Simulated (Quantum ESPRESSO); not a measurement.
The system is LiCl.

```xyz
2
Lattice="0.0000 2.5648 2.5648 2.5648 0.0000 2.5648 2.5648 2.5648 0.0000" Properties=species:S:1:pos:R:3 pbc="T T T"
Cl    2.5648    2.5648    2.5648
Li    0.0000    0.0000    0.0000
```

Base run:

```yaml
Program: Quantum ESPRESSO 7.5
Functional: PBEsol
Potentials_or_basis: PseudoDojo 0.4.1 SR PBEsol standard
Cutoff: 1007 eV
Density_cutoff: 4027 eV
k_mesh: 6 × 6 × 6
Occupations: fixed
Spin: no spin polarisation
```

Its results: band gap on the k mesh, mean-field level 6.13 eV, direct.

Task: The run is repeated on the same cell with these changes: functional from PBEsol to LDA; potentials or basis from PseudoDojo 0.4.1 SR PBEsol standard to PseudoDojo 0.4.1 SR LDA standard. What comes out?

Result: Band gap on the k mesh, mean-field level 5.99 eV, direct.

A k mesh can miss the band edges.

Not every run made on this cell is shown here.
